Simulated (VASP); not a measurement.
# Tl: intraband terms of a metal's spectrum

Tl, P6_3/mmc (no. 194), 2 atoms in the cell. PBE, independent-particle dielectric function; PAW potentials Tl_d (PBE set).

## Input

INCAR.step1:
```
  PREC = Accurate
  ENCUT = 280
  ISMEAR = 1
  SIGMA = 0.1
  EDIFF = 1E-7
  LASPH = T
  KPAR = 4
  LWAVE = F
  LCHARG = T
  LMAXMIX = 4
```

INCAR.step2:
```
  PREC = Accurate
  ENCUT = 280
  ISMEAR = 0
  SIGMA = 0.3
  EDIFF = 1E-6
  LASPH = T
  KPAR = 4
  LWAVE = T
  LCHARG = F
  LMAXMIX = 4
  ICHARG = 11
  NBANDS = 31
  NEDOS = 3000
  OMEGAMAX = 30
  CSHIFT = 0.1
```

INCAR.step3, as INCAR.step2 but for:
```
- LWAVE = T
+ LWAVE = F
+ LOPTICS = T
+ ALGO = None
+ NELM = 1
+ ISTART = 1
```

INCAR.step4, as INCAR.step3 but for:
```
+ WPLASMAI = 0.03
```

INCAR.step5 to INCAR.step6 change the same tag again: WPLASMAI = 0.1, 0.3.

INCAR.step7, as INCAR.step6 but for:
```
- WPLASMAI = 0.3
+ RTIME = 5
```

INCAR.step8, as INCAR.step7 but for:
```
- RTIME = 5
+ RTIME = 20
```

INCAR.step9, as INCAR.step8 but for:
```
- RTIME = 20
+ LNABLA = T
```

INCAR.step10, as INCAR.step9 but for:
```
- ISMEAR = 0
- LNABLA = T
+ ISMEAR = -5
```

KPOINTS.step1:
```
k-points
0
Gamma
  9 9 5
```

KPOINTS.step2:
```
k-points
0
Gamma
  18 18 10
```

POSCAR:
```
Tl
1.0
    3.4560000000      0.0000000000      0.0000000000
   -1.7280000000      2.9929837955      0.0000000000
    0.0000000000      0.0000000000      5.5250000000
Tl
2
Direct
    0.6666666667      0.3333333333      0.7500000000
    0.3333333333      0.6666666667      0.2500000000
```

Commands (each step's output is kept before the next begins):
```
cat potpaw_PBE.64/Tl_d/POTCAR > POTCAR
cp INCAR.step1 INCAR
cp KPOINTS.step1 KPOINTS
mpirun -np 4 vasp_std > vasp.out
cp INCAR.step2 INCAR
cp KPOINTS.step2 KPOINTS
mpirun -np 4 vasp_std > vasp.out
cp INCAR.step3 INCAR
mpirun -np 4 vasp_std > vasp.out
cp INCAR.step4 INCAR
mpirun -np 4 vasp_std > vasp.out
cp INCAR.step5 INCAR
mpirun -np 4 vasp_std > vasp.out
cp INCAR.step6 INCAR
mpirun -np 4 vasp_std > vasp.out
cp INCAR.step7 INCAR
mpirun -np 4 vasp_std > vasp.out
cp INCAR.step8 INCAR
mpirun -np 4 vasp_std > vasp.out
cp INCAR.step9 INCAR
mpirun -np 4 vasp_std > vasp.out
cp INCAR.step10 INCAR
mpirun -np 4 vasp_std > vasp.out
```

## Result

- Bands: 31

One ground state, settings moved in the last step alone:

| Settings | Plasma frequency (eV) | Im ε at 0.5 eV | Im ε at 1 eV | Im ε at 2 eV | Im ε at 4 eV | Time (s) |
|---|---|---|---|---|---|---|
| interband part alone | 7.73 | 20.4 | 31.4 | 21.8 | 3.5 | 15 |
| Drude term, WPLASMAI 0.03 | 7.73 | 34.7 | 33.2 | 22.1 | 3.5 | 15 |
| Drude term, WPLASMAI 0.1 | 7.73 | 66.3 | 37.3 | 22.6 | 3.6 | 15 |
| Drude term, WPLASMAI 0.3 | 7.73 | 125.7 | 47.9 | 24.0 | 3.8 | 15 |
| relaxation time RTIME 5 fs | 7.73 | 79.2 | 39.2 | 22.8 | 3.6 | 15 |
| relaxation time RTIME 20 fs | 7.73 | 36.0 | 33.4 | 22.1 | 3.5 | 15 |
| transversal form (LNABLA) | 7.76 | 20.4 | 31.6 | 22.0 | 3.5 | 15 |
| tetrahedron method | – | – | – | – | – | no result |

Limits: Spin-orbit coupling is left out, which can matter with atoms this heavy.

VASP 6.6.1 took 129 s on 4 cores (Intel Xeon Platinum 8259CL @ 2.50GHz (Skylake/Cascade Lake)), a shared host.
